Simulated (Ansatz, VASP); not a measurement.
# PbSe in VASP and in Ansatz

The input POSCAR:

```
PbSe
1.0
    0.0000000000      3.1100637118      3.1100637118
    3.1100637118      0.0000000000      3.1100637118
    3.1100637118      3.1100637118      0.0000000000
Pb Se
1 1
Direct
    0.5000000000      0.5000000000      0.5000000000
    0.0000000000      0.0000000000      0.0000000000
```

Contents of INCAR.step1:

```
  ALGO = Normal
  EDIFF = 1E-4
  ENCUT = 520
  GGA = PE
  ISMEAR = 0
  LASPH = T
  LCHARG = F
  LREAL = F
  LWAVE = T
  NBANDS = 17
  NELM = 60
  PREC = Accurate
  SIGMA = 0.05
```

INCAR.step2

```
  ALGO = Normal
  BPARAM = 11.95
  CPARAM = 0.0093
  EDIFF = 1E-7
  ENCUT = 520
  ISIF = 2
  ISMEAR = 0
  ISTART = 1
  IVDW_NL = 2
  LASPH = T
  LCHARG = F
  LMIXTAU = T
  LREAL = F
  LUSE_VDW = T
  LWAVE = F
  METAGGA = R2SCAN
  NBANDS = 17
  NELM = 60
  PREC = Accurate
  SIGMA = 0.05
```

KPOINTS

```
k-points
0
Gamma
  6 6 6
```

Input for Ansatz:

```yaml
crystal:
  lattice:
    - [0.0, 3.1100637118, 3.1100637118]
    - [3.1100637118, 0.0, 3.1100637118]
    - [3.1100637118, 3.1100637118, 0.0]
  atoms:
    - { symbol: Pb, position: [0.5, 0.5, 0.5] }
    - { symbol: Se, position: [0.0, 0.0, 0.0] }
basis:
  ecutwfc: 500
  ecutrho_ratio: 4
kpoints:
  mp_grid: { grid: [6, 6, 6] }
hamiltonian:
  xc: r2scan
  dispersion: rvv10
scf:
  occupations: { method: gaussian, width: 0.05 }
output:
  forces: true
  stress: true
  eigenvalues: true
```

Alike in both runs: task single point; functional r2SCAN; dispersion rVV10; k mesh 6 × 6 × 6; occupations gaussian, width 0.05 eV; no spin polarisation.

```csv
,VASP,Ansatz
version,VASP 6.6.1,Ansatz 0.2.0
potentials or method,"VASP PAW PBE potentials, release 64 (Pb_d, Se)","scalar-relativistic, plane waves, PAW"
plane-wave cutoff (eV),520,500
valence electrons in the cell,20,30
```

```csv
,VASP,Ansatz,Ansatz less VASP
gap on the k mesh at the Fermi level (eV),0.69,0.69,-0.005
least direct gap on the mesh (eV),0.69,0.69,-0.005
pressure (GPa),-1.8,-2.0,-0.16
```

The two sets of potentials don't hold the same shells in valence.

Caveats: the PAW data sets were made with another functional, which shifts forces and pressure a little (VASP); spin-orbit coupling is left out, which as a rule narrows the gap of such compounds by several tenths of an eV. A k mesh can miss the band edges.
